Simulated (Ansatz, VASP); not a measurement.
## Two plane-wave programs on Co

Contents of INCAR:

```
AGGAC = 1.0
AGGAX = 1.0
ALDAC = 0.0
ALDAX = 1.0
ALGO = Normal
EDIFF = 1E-7
ENCUT = 520
GGA = B5
ISIF = 2
ISMEAR = -1
ISPIN = 2
LASPH = True
LCHARG = True
LELF = True
LMAXMIX = 4
LORBIT = 11
LREAL = False
LVHAR = True
LWAVE = False
MAGMOM = 1.693 1.739 1.739
NBANDS = 24
NELM = 150
PREC = Accurate
SIGMA = 0.05
```

Contents of KPOINTS:

```
k-points
0
Gamma
  12 12 17
```

POSCAR

```
Co
1.0
    4.1734447950      0.0000000000      0.0000000000
   -2.0867223975      3.6143092137      0.0000000000
    0.0000000000      0.0000000000      2.5751728097
Co
3
Direct
    0.0000000000      0.0000000000      0.0000000000
    0.3333333333      0.6666666667      0.5000000000
    0.6666666667      0.3333333333      0.5000000000
```

Input for Ansatz:

```yaml
crystal:
  lattice:
    - [4.173444795, 0.0, 0.0]
    - [-2.0867223975, 3.6143092137, 0.0]
    - [0.0, 0.0, 2.5751728097]
  atoms:
    - { symbol: Co, position: [0.0, 0.0, 0.0], spin: 1.693 }
    - { symbol: Co, position: [0.3333333333, 0.6666666667, 0.5], spin: 1.739 }
    - { symbol: Co, position: [0.6666666667, 0.3333333333, 0.5], spin: 1.739 }
hamiltonian:
  xc: blyp
  pseudopotentials:
    kind: paw
    azcp:
      Co: "pseudopotentials/Co.paw.azcp"
basis:
  ecutwfc: 420
  fft_grid_basis: typed
kpoints:
  mp_grid: { grid: [12, 12, 17], shift: [0, 0, 0] }
magnetization:
  spin_polarized: true
scf:
  occupations: { method: fermi_dirac, width: 0.05 }
output:
  stress: true
  write_density: true
  write_potential: true
  elf: true
  volumetric_format: npy
```

Alike in both runs: task single point; functional BLYP; k mesh 12 × 12 × 17; occupations fermi-dirac, width 0.05 eV; collinear spin.

|  | VASP | Ansatz |
| --- | --- | --- |
| version | VASP 6.6.1 | Ansatz 0.2.0 |
| potentials or method | VASP PAW PBE potentials, release 64 (Co) | plane waves (420 eV) with PAW, scalar-relativistic |
| plane-wave cutoff (eV) | 520 | 420 |
| valence electrons in the cell | 27 | 51 |

```tsv
	VASP	Ansatz	Ansatz less VASP
pressure (GPa)	-15.6	-15.7	-0.04
largest component of the traceless stress (GPa)	0.73	0.72	-0.014
net moment per atom (μB)	1.71	1.72	+0.011
size of the moment on the site where the two differ most (μB)	1.76	1.81	+0.050
```

Site moments also hang on the region over which each program counts them. The functional is the same, so the differences come from potentials, cutoffs and numerics. The two sets of potentials don't hold the same shells in valence.

Caveats: so large a pressure means that the cell lies far from this level's equilibrium, or that cutoff or potentials fall short (VASP); the potentials were made for another functional, which shifts forces and pressure (VASP).
